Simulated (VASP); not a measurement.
**SiC (wurtzite): gaps by functional in VASP**

```
CELL_PARAMETERS angstrom
3.07536 0.00000 0.00000
-1.53768 2.66334 0.00000
0.00000 0.00000 5.04811
ATOMIC_POSITIONS crystal
Si 0.33333 0.66667 0.99959
Si 0.66667 0.33333 0.49959
C 0.33333 0.66667 0.37541
C 0.66667 0.33333 0.87541
```

All runs share this cell. Band v is the last that the valence electrons fill when counted band by band, and c is the next. A negative gap between them is a band overlap, as in a metal.

```json
{"level": "PBE", "gap (eV)": "2.27", "least direct gap (eV)": "3.97", "pressure (GPa)": "3.5"}
{"level": "r²SCAN", "gap (eV)": "2.66", "least direct gap (eV)": "4.48", "pressure (GPa)": "-0.2"}
{"level": "LDA", "gap (eV)": "2.15", "least direct gap (eV)": "3.88", "pressure (GPa)": "-3.8"}
{"level": "PBEsol", "gap (eV)": "2.11", "least direct gap (eV)": "3.85", "pressure (GPa)": "0.4"}
```
